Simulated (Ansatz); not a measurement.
# SnO: the cost of one run

Program: Ansatz 0.2.0. Level of theory: DFT PBEsol, scalar-relativistic, plane waves, PAW. These are calculated values, not measurements.

6 further runs of the same task are left out: 3 that didn't finish, 3 set aside as unsound or not needed. Runs told in other sessions of the task aren't counted.

## (1) Starting point

Symmetry: Pmn2_1, No. 31, orthorhombic system. Conventional cell: a = 3.316 Å, b = 5.705 Å, c = 3.894 Å, α = 90.00°, β = 90.00°, γ = 90.00°. Sn (site symmetry m) is surrounded by 3 O at 2.13 to 2.14 Å. Around O (site symmetry m) lie 3 Sn at 2.13 to 2.14 Å.

As a file:

```
Sn O
1.0
     0.00000    0.00000   -3.89416
    -3.31561    0.00000    0.00000
     0.00000   11.41000    0.00000
Sn O
4 4
Direct
  0.47383 0.00000 0.11689
  0.47383 0.00000 0.61689
  0.97383 0.50000 0.38311
  0.97383 0.50000 0.88311
  0.27617 0.00000 0.44268
  0.27617 0.00000 0.94268
  0.77617 0.50000 0.05732
  0.77617 0.50000 0.55732
```

It goes back to an entry of the Materials Project, which need not be the stable form.

It is built from the cell relaxed beforehand with the same method (18.42 Å³/atom).

## (2) Zero of energy

The cell is repeated 2 times, 8 atoms in all. The reference gives a free energy of -26042.0877 eV, pressure -0.01 GPa, largest force 0.001 eV/Å and gap on the mesh 1.24 eV. It was computed beforehand with the settings of the runs below.

## (3) The scan: sliding across a plane

The cut lies on the cell's a–b face, a (0 1 0) plane of area 12.91 Å², between layers 3.04 Å apart (Sn below, Sn above); the cell is 11.4 Å thick. Vector c is tilted by f times 1·a + 0·b (length 3.894 Å) with the atoms' Cartesian places fixed: one unrelaxed fault per cell.

## (4) At f = 0.200

input.yaml reads:

```yaml
crystal:
  lattice:
    - [0.0, 0.0, -3.8941645687]
    - [-3.3156086772, 0.0, 0.0]
    - [0.0, 11.4100010796, -0.7788329137]
  atoms:
    - { symbol: Sn, position: [0.3004469257, 0.0, 0.8668940608] }
    - { symbol: Sn, position: [0.4004469257, 0.0, 0.3668940608] }
    - { symbol: Sn, position: [0.9472045501, 0.5, 0.1331059392] }
    - { symbol: Sn, position: [0.8472045501, 0.5, 0.6331059392] }
    - { symbol: O, position: [0.2376375991, 0.0, 0.1926783149] }
    - { symbol: O, position: [0.1376375991, 0.0, 0.6926783149] }
    - { symbol: O, position: [0.6147089251, 0.5, 0.8073216851] }
    - { symbol: O, position: [0.7147089251, 0.5, 0.3073216851] }
basis:
  ecutwfc: 420
kpoints:
  mp_grid: { grid: [7, 8, 3] }
hamiltonian:
  xc: pbesol
scf:
  occupations: { method: gaussian, width: 0.05 }
output:
  forces: true
  stress: true
  eigenvalues: true
  write_density: true
  write_potential: true
  elf: true
  volumetric_format: npy
```

Command:

```
ansatz run input.yaml --threads 2 --pin off --max-ram 5120MiB --backend cpu --events-out ev --progress --plain --runs-dir out
```

What time and memory should one allow on 2 threads of Intel Xeon at 2.50GHz (Skylake/Cascade Lake), shared host?

About 40 s, with a peak of 0.58 GiB.
